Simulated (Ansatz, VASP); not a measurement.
# AgCl: VASP beside Ansatz, part 2 of 2

One calculation is typed for both programs; each brings its own data sets and cutoff. How far apart do they land? The cell is taken from a series of VASP runs on this material, whose earlier steps may have relaxed, scaled or displaced it; both programs get it as it stands.

VASP 6.6.1 and Ansatz 0.2.0.

So far. Step 2 (Ansatz: single point, LDA): The run ends at a pressure of 0.18 GPa. Step 3 (VASP: single point, LDA): The run ends at a pressure of 0.02 GPa.

**5. VASP: band structure, LDA**

Level of this step: LDA; plane waves and PAW (Ag, Cl) (VASP).

The same path points are solved in both programs, so levels can be compared one by one.

INCAR

```
SYSTEM = AgCl
PREC = Accurate
ENCUT = 400
EDIFF = 1E-06
NELM = 100
ISMEAR = 0
SIGMA = 0.05
LREAL = .FALSE.
ALGO = Normal
GGA = CA
NBANDS = 21
LASPH = .TRUE.
LORBIT = 11
LWAVE = .FALSE.
LCHARG = .FALSE.
KPAR = 2
```

POSCAR

```
AgCl
1.0
    0.0000000000      2.6748223195      2.6748223195
    2.6748223195      0.0000000000      2.6748223195
    2.6748223195      2.6748223195      0.0000000000
Ag Cl
1 1
Direct
    0.0000000000      0.0000000000      0.0000000000
    0.5000000000      0.5000000000      0.5000000000
```

KPOINTS

```
Automatic mesh
0
Gamma
7 7 7
0 0 0
```

KPOINTS_OPT

```
Line mode
16
Line-mode
Reciprocal
  0.00000000   0.00000000   0.00000000 GAMMA
  0.50000000   0.00000000   0.50000000 X

  0.50000000   0.00000000   0.50000000 X
  0.50000000   0.25000000   0.75000000 W

  0.50000000   0.25000000   0.75000000 W
  0.37500000   0.37500000   0.75000000 K

  0.37500000   0.37500000   0.75000000 K
  0.00000000   0.00000000   0.00000000 GAMMA

  0.00000000   0.00000000   0.00000000 GAMMA
  0.50000000   0.50000000   0.50000000 L

  0.50000000   0.50000000   0.50000000 L
  0.62500000   0.25000000   0.62500000 U

  0.62500000   0.25000000   0.62500000 U
  0.50000000   0.25000000   0.75000000 W

  0.50000000   0.25000000   0.75000000 W
  0.50000000   0.50000000   0.50000000 L

  0.50000000   0.50000000   0.50000000 L
  0.37500000   0.37500000   0.75000000 K

  0.62500000   0.25000000   0.62500000 U
  0.50000000   0.00000000   0.50000000 X
```

The projector-augmented-wave data sets are Ag and Cl (LDA family, release 64).

Launch:

```
$ mpirun -np 2 vasp_std
```

Numbers of over 12 decimals in the logs are rounded to 6 here.

The program printed:

```text
[banner, memory and clock lines left out]
running    2 mpi-ranks, on    1 nodes
[...]
LDA part: xc-table for (Slater(with rela. corr.)+CA(PZ))
 , standard interpolation
 POSCAR, INCAR and KPOINTS ok, starting setup
[...]
entering main loop
       N       E                     dE             d eps       ncg     rms          rms(c)
DAV:   1     0.911564993038E+02    0.91156E+02   -0.71902E+03   864   0.631E+02
DAV:   2    -0.358937805110E+01   -0.94746E+02   -0.86272E+02   968   0.177E+02
DAV:   3    -0.692726172063E+01   -0.33379E+01   -0.33170E+01   988   0.335E+01
DAV:   4    -0.694792598815E+01   -0.20664E-01   -0.20661E-01   935   0.289E+00
[...]
DAV:  10    -0.679241553038E+01   -0.21853E-05   -0.68038E-06   965   0.247E-02    0.188E-02
DAV:  11    -0.679241704594E+01   -0.15156E-05   -0.23168E-06  1010   0.966E-03    0.495E-03
DAV:  12    -0.679241700432E+01    0.41620E-07   -0.41343E-08   520   0.132E-03
   1 F= -.67924170E+01 E0= -.67924170E+01  d E =-.419430E-23
 Start KPOINTS_OPT (optional k-point list driver)
k-point batch [1-20\160]
       N       E                     dE             ncg
DAV:   1     0.215054946220E+04   -0.55318E+04      856
DAV:   2     0.275309843366E+03   -0.18752E+04      968
DAV:   3     0.209230161566E+03   -0.66080E+02      996
DAV:   4     0.208831258934E+03   -0.39890E+00      985
DAV:   5     0.208826758140E+03   -0.45008E-02     1029
DAV:   6     0.208826688255E+03   -0.69885E-04     1006
DAV:   7     0.208826687071E+03   -0.11835E-05      909
DAV:   8     0.208826686972E+03   -0.99601E-07      718
[...]
k-point batch [141-160\160]
       N       E                     dE             ncg
DAV:   1     0.210743575192E+04   -0.10530E+05      872
DAV:   2     0.254147707780E+03   -0.18533E+04      973
DAV:   3     0.188568320474E+03   -0.65579E+02     1027
DAV:   4     0.188160455233E+03   -0.40787E+00      960
DAV:   5     0.188155896087E+03   -0.45591E-02     1032
DAV:   6     0.188155823987E+03   -0.72100E-04     1003
DAV:   7     0.188155822762E+03   -0.12246E-05      996
DAV:   8     0.188155822674E+03   -0.88252E-07      663
```

From OUTCAR (step 5):

```text
  Total        0.0029854      0.0029854      0.0029854     -0.0000000     -0.0000000      0.0000000
  in kB        0.1249684      0.1249684      0.1249684     -0.0000000     -0.0000000      0.0000000
  external PRESSURE =       0.1249684 kB  Pullay stress =       0.0000000 kB

 POSITION                                       TOTAL-FORCE (eV/Angst)
 -----------------------------------------------------------------------------------
      0.00000      0.00000      0.00000         0.000000      0.000000      0.000000
      2.67482      2.67482      2.67482        -0.000000     -0.000000     -0.000000
 -----------------------------------------------------------------------------------
    total drift:                                0.000000      0.000000      0.000000

  FREE ENERGIE OF THE ION-ELECTRON SYSTEM (eV)
  ---------------------------------------------------
  free  energy   TOTEN  =        -6.7924170043 eV

  energy  without entropy=       -6.7924170043  energy(sigma->0) =       -6.79241700

[... 1 part as in an earlier step ...]

[... 2 further parts left out ...]
[key lines of the parts left out:]
E-fermi :   5.3021
```

The run ends at a pressure of 0.01 GPa.

**6. Ansatz: band structure, LDA**

The same cell, functional (in two slightly different forms), mesh and smearing now go to Ansatz, which takes its cutoff from its data sets.

The cell is taken from a series of VASP runs on this material, whose earlier steps may have relaxed, scaled or displaced it; both programs get it as it stands.

input.yaml

```yaml
crystal:
  lattice:
    - [0.0, 2.6748223195, 2.6748223195]
    - [2.6748223195, 0.0, 2.6748223195]
    - [2.6748223195, 2.6748223195, 0.0]
  atoms:
    - { symbol: Ag, position: [0.0, 0.0, 0.0] }
    - { symbol: Cl, position: [0.5, 0.5, 0.5] }
hamiltonian:
  xc: lda
  pseudopotentials: { kind: paw }
kpoints:
  mp_grid: { grid: [7, 7, 7] }
  band_path:
    path:
      - [0.0, 0.0, 0.0]
      - [0.16667, 0.0, 0.16667]
      - [0.33333, 0.0, 0.33333]
      - [0.5, 0.0, 0.5]
      - [0.5, 0.08333, 0.58333]
      - [0.5, 0.18333, 0.68333]
      - [0.5, 0.25, 0.75]
      - [0.45, 0.3, 0.75]
      - [0.40833, 0.34167, 0.75]
      - [0.35, 0.35, 0.7]
      - [0.225, 0.225, 0.45]
      - [0.075, 0.075, 0.15]
      - [0.03333, 0.03333, 0.03333]
      - [0.23333, 0.23333, 0.23333]
      - [0.4, 0.4, 0.4]
      - [0.5, 0.5, 0.5]
      - [0.51667, 0.46667, 0.51667]
      - [0.55833, 0.38333, 0.55833]
      - [0.60833, 0.28333, 0.60833]
      - [0.60833, 0.25, 0.64167]
      - [0.55833, 0.25, 0.69167]
      - [0.51667, 0.25, 0.73333]
      - [0.5, 0.3, 0.7]
      - [0.5, 0.38333, 0.61667]
      - [0.5, 0.48333, 0.51667]
      - [0.475, 0.475, 0.55]
      - [0.425, 0.425, 0.65]
      - [0.38333, 0.38333, 0.73333]
      - [0.59167, 0.18333, 0.59167]
      - [0.55, 0.1, 0.55]
      - [0.5, 0.0, 0.5]
    npoints: 1
scf:
  occupations: { method: gaussian, width: 0.05 }
  n_extra_bands: 7
output:
  forces: true
  stress: true
  eigenvalues: true
```

Launch:

```
$ ansatz run input.yaml --threads 2 --pin off --max-ram 4608MiB --backend cpu --events-out ev --progress --plain --runs-dir out
```

The program printed:

```text
[...]
Crystal: 2 atoms, lattice volume = 38.275 Å³
Basis set: ecut = 420 eV, 725 PW (Γ)
Bands: 20, of which v1, the nominal top of the filled ones, is band 13 counted from 1 (12 counted from 0)
Symmetry: 48 space group operations
[...]
k-points: 20 of 343
[...]
k-point 0: bands = [... 9 lower, 6.7740, 6.9788, 6.9788, 6.9788, 10.3717, 20.2485, 20.2485, 20.2485, ... 3 higher]
  k-point 1: bands = [... 9 lower, 6.8193, 7.1329, 7.9669, 7.9669, 11.3778, 18.6060, 19.8163, 19.8163, ... 3 higher]
  k-point 2: bands = [... 9 lower, 7.0233, 7.3492, 8.9816, 8.9816, 12.9011, 16.9536, 18.1987, 18.1987, ... 3 higher]
  k-point 19: bands = [... 9 lower, 7.2851, 7.4893, 7.6492, 8.4154, 13.7862, 16.6578, 17.5016, 18.3086, ... 3 higher]
[key lines of the parts left out:]
SCF converged after 7 iterations
Free energy (F): -8502.927600 eV
Fermi energy:    10.014861 eV
P = ⅓ Tr σ = 0.1823 GPa (1.823 kbar)
```

Run time: 1.8 s. Hardware: 2 threads of Arm Neoverse N1, shared host; peak memory 0.26 GiB; 3 s of CPU time.

**7. Differences**

Compared:

```tsv
quantity	Ansatz	VASP	difference
pressure (GPa)	0.18	0.01	+0.17
gap over the path points (eV)	0.628	0.654	-0.027
```

Levels at points of the path, from each program's valence-band top (eV; 4 filled, then empty):

```tsv
k (reciprocal lattice)	Ansatz	VASP
0.000 0.000 0.000	-2.97 -2.77 -2.77 -2.77 0.63 10.50 10.50	-2.98 -2.77 -2.77 -2.77 0.65 10.71 10.71
0.167 0.000 0.167	-2.91 -2.24 -2.24 -1.78 2.46 8.62 9.00	-2.91 -2.24 -2.24 -1.78 2.48 8.71 9.10
0.333 0.000 0.333	-2.78 -2.17 -2.17 -1.71 2.97 7.45 7.95	-2.79 -2.17 -2.17 -1.71 3.01 7.47 8.03
0.500 0.000 0.500	-2.72 -2.37 -2.37 -2.19 1.89 7.63 8.76	-2.73 -2.37 -2.37 -2.19 1.93 7.71 8.76
0.500 0.083 0.583	-2.43 -2.36 -2.35 -2.02 2.28 7.55 8.55	-2.43 -2.37 -2.36 -2.03 2.32 7.62 8.56
0.500 0.183 0.683	-2.36 -2.35 -2.33 -1.62 3.56 7.50 7.98	-2.37 -2.35 -2.34 -1.62 3.60 7.55 8.02
0.500 0.250 0.750	-2.42 -2.36 -2.33 -1.54 4.12 7.66 7.66	-2.43 -2.37 -2.33 -1.54 4.17 7.70 7.70
0.450 0.300 0.750	-2.42 -2.29 -2.17 -1.48 3.83 7.20 7.86	-2.43 -2.29 -2.17 -1.48 3.87 7.24 7.89
0.408 0.342 0.750	-2.44 -2.24 -2.03 -1.36 3.43 7.04 7.99	-2.44 -2.24 -2.03 -1.36 3.47 7.08 8.02
0.350 0.350 0.700	-2.48 -2.18 -1.98 -0.97 3.76 6.68 7.82	-2.48 -2.18 -1.98 -0.97 3.80 6.72 7.86
```

Among the levels compared at these points, filled levels agree within 6 meV and empty ones within 204 meV.

**8. Results**

```yaml
difference_in_gap_on_the_k_mesh_single_point_lda: -0.027 eV
difference_in_gap_over_the_path_points_band_structure_lda: -0.027 eV
```

What this shows: The difference in gap on the k mesh is -0.027 eV (single point, LDA), within the 0.08 eV picked in this series as the mark of a large difference. 1 further run of this series is not shown here. Such differences can come from data sets, numerical settings and the points named under the comparisons, not from the functional's error against experiment.

[Lines on the potential files, build, host, timing and source positions are cut from VASP's logs without a mark.]

[Logs are printed without paths, hosts, clocks, repeated set-up lines and the standing remarks that a program may print on its own settings, such as how far it seeks lower states.]

[Hosts, paths, dates, database ids (printed as entryN), source tags and the programs' standing remarks are cut or masked in the printed files.]
